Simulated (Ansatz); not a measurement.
InN:
Space group P6₃mc (No. 186); a = b = 3.537 Å, c = 5.713 Å, α = β = 90.00°, γ = 120.00°

| atom | site | symmetry | x | y | z |
|---|---|---|---|---|---|
| In | 2b | 3m. | 0.6667 | 0.3333 | 0.0020 |
| N | 2b | 3m. | 0.3333 | 0.6667 | 0.1232 |

Relaxed at zero pressure with plane-wave PAW PBEsol (Ansatz code).

Task: The volume is raised by 3 % and shape and atoms relax at that volume. What pressure results, and how do the axes share the change?

Result: -3.7 GPa; a 1.0 %, b 1.0 %, c 1.0 %; the energy rises by 6 meV/atom.

Task: Give the new structure.

Result: 
Space group P6₃mc (No. 186); a = 3.5709 Å, b = 3.5709 Å, c = 5.7734 Å, α = 90.00°, β = 90.00°, γ = 120.00°

```tsv
atom	site	symmetry	x	y	z
In	2b	3m.	0.6667	0.3333	0.0019
N	2b	3m.	0.3333	0.6667	0.1233
```

The phase is kept; no other phase was compared at this pressure.

Space group P6_3mc (wurtzite). The PBEsol relaxation kept the symmetry of its start.

Potentials: the later of the program's two PAW sets.
